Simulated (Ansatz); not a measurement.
## Band table of Hg (bcc type)

```yaml
crystal:
  lattice:
    - [-1.48494, 1.48494, 1.48494]
    - [1.48494, -1.48494, 1.48494]
    - [1.48494, 1.48494, -1.48494]
  atoms:
    - { symbol: Hg, position: [0.00000, 0.00000, 0.00000] }
```

The cell comes from a relaxation on PAW files under the same functional, begun from a prototype that needn't be the stable phase.

All numbers are PBE results (scalar-relativistic) from Ansatz 0.2.0, with a Γ-centred 14×14×14 k mesh, Fermi–Dirac smearing of 0.1 eV, no spin polarisation. Methods: LAPW: all electrons, basis error target 1 meV/atom.

This run: volume at 0.45 of the series' base cell.

Spin–orbit coupling is left out, which matters for the heavy atoms. The structure type is held throughout; the real material can change phase at far lower pressure.

Path points, in fractions of the reciprocal vectors: Γ (0.000, 0.000, 0.000), H (0.500, -0.500, 0.500), N (0.000, 0.000, 0.500), P (0.250, 0.250, 0.250). The distance column jumps between branches of the path. Levels in eV from the Fermi level; bands 17 to 25, counted from the lowest band of the run. The gap is zero, the pressure 175.7 GPa.

```
# k(1/Å) point b17 b18 b19 b20 b21 b22 b23 b24 b25
0.000 Γ -16.92 -11.80 -11.80 -11.80 -9.23 -9.23 12.87 12.87 12.87
0.264 - -16.56 -11.78 -11.78 -11.67 -9.48 -9.14 12.79 13.35 13.35
0.529 - -15.55 -11.69 -11.69 -11.28 -10.15 -8.89 12.69 14.51 14.51
0.793 - -14.14 -11.43 -11.43 -11.08 -10.68 -8.48 11.95 12.75 14.57
1.058 - -13.02 -12.09 -10.92 -10.92 -9.92 -7.57 10.15 11.95 11.95
1.322 - -13.01 -12.92 -10.12 -10.12 -9.10 -5.55 8.67 8.67 9.81
1.587 - -13.74 -13.52 -9.09 -9.09 -8.36 -2.63 5.66 5.66 10.25
1.851 - -14.21 -14.13 -8.09 -8.09 -7.82 0.57 3.40 3.40 9.77
2.116 H -14.37 -14.37 -7.63 -7.63 -7.63 2.51 2.51 2.51 8.38
2.303 - -14.28 -14.25 -7.98 -7.88 -7.61 2.01 2.29 2.96 9.37
2.490 - -14.03 -13.92 -8.87 -8.55 -7.55 1.17 1.63 4.12 11.26
2.677 - -13.72 -13.36 -9.96 -9.40 -7.47 0.57 0.59 5.65 11.91
2.864 - -13.53 -12.61 -11.03 -10.07 -7.37 -0.75 0.25 7.30 11.41
3.051 - -13.71 -11.95 -11.67 -10.19 -7.26 -2.25 0.10 8.91 10.56
3.238 - -14.13 -12.65 -10.60 -9.89 -7.18 -3.79 0.06 9.65 10.31
3.425 - -14.49 -13.09 -9.53 -9.53 -7.12 -5.17 0.06 8.95 11.33
3.612 N -14.62 -13.24 -9.38 -8.94 -7.10 -5.86 0.06 8.68 11.71
3.799 - -14.57 -13.19 -9.43 -8.96 -7.34 -6.84 1.30 8.90 12.20
3.986 - -14.47 -13.05 -9.59 -9.01 -8.59 -8.01 3.88 9.55 13.55
4.173 - -14.45 -12.83 -10.40 -9.53 -9.07 -8.89 6.83 10.53 15.55
4.360 - -14.77 -12.56 -11.36 -9.80 -9.66 -9.13 9.75 11.69 16.42
4.547 - -15.48 -12.28 -11.70 -10.62 -9.64 -9.18 12.05 12.65 14.98
4.734 - -16.22 -12.03 -11.77 -11.26 -9.49 -9.21 12.99 13.01 13.84
4.921 - -16.74 -11.86 -11.79 -11.66 -9.31 -9.23 12.94 12.97 13.12
5.108 Γ -16.92 -11.80 -11.80 -11.80 -9.23 -9.23 12.87 12.87 12.87
5.337 - -16.65 -11.86 -11.86 -11.56 -9.28 -9.28 13.06 13.07 13.07
5.566 - -15.90 -12.05 -12.05 -10.81 -9.37 -9.37 13.08 13.08 13.64
5.795 - -14.82 -12.34 -12.34 -9.53 -9.38 -9.38 12.04 12.04 14.05
6.024 - -13.63 -12.64 -12.64 -9.28 -9.28 -7.70 9.64 10.32 10.32
6.253 - -12.82 -12.82 -12.57 -9.14 -9.14 -5.43 5.80 8.50 8.50
6.482 - -12.82 -12.82 -11.87 -9.00 -9.00 -2.97 2.95 6.76 6.76
6.711 - -12.64 -12.64 -11.80 -8.91 -8.91 -1.04 1.92 5.16 5.16
6.940 P -12.32 -12.32 -12.32 -8.88 -8.88 -0.75 3.73 3.73 3.73
7.169 - -13.03 -11.98 -11.98 -8.91 -8.91 -0.66 2.60 2.60 6.61
7.398 - -13.48 -11.80 -11.80 -8.96 -8.96 -0.41 1.92 1.92 9.85
7.627 - -13.40 -11.96 -11.96 -8.92 -8.92 -0.07 1.75 1.75 13.28
7.856 - -12.69 -12.47 -12.47 -8.70 -8.70 0.33 1.95 1.95 16.23
8.085 - -13.16 -13.16 -11.42 -8.37 -8.37 0.81 2.26 2.26 15.06
8.314 - -13.79 -13.79 -9.79 -8.01 -8.01 1.38 2.47 2.47 13.24
8.543 - -14.22 -14.22 -8.28 -7.73 -7.73 2.06 2.52 2.52 9.89
8.772 H -14.37 -14.37 -7.63 -7.63 -7.63 2.51 2.51 2.51 8.38
10.604 P -12.32 -12.32 -12.32 -8.88 -8.88 -0.75 3.73 3.73 3.73
10.736 - -12.63 -12.43 -11.92 -8.90 -8.88 -0.74 2.41 4.01 5.00
10.869 - -12.86 -12.72 -11.43 -8.95 -8.89 -0.69 1.06 4.80 6.15
11.001 - -13.14 -13.02 -10.85 -9.04 -8.90 -0.58 -0.28 5.97 7.13
11.133 - -13.59 -13.12 -10.18 -9.13 -8.91 -1.59 -0.42 7.37 7.87
11.265 - -14.00 -13.19 -9.41 -9.23 -8.92 -2.87 -0.25 8.34 8.86
11.398 - -14.34 -13.22 -9.31 -8.93 -8.57 -4.09 -0.09 8.58 10.25
11.530 - -14.55 -13.23 -9.36 -8.94 -7.68 -5.20 0.02 8.66 11.31
11.662 N -14.62 -13.24 -9.38 -8.94 -7.10 -5.86 0.06 8.68 11.71
```
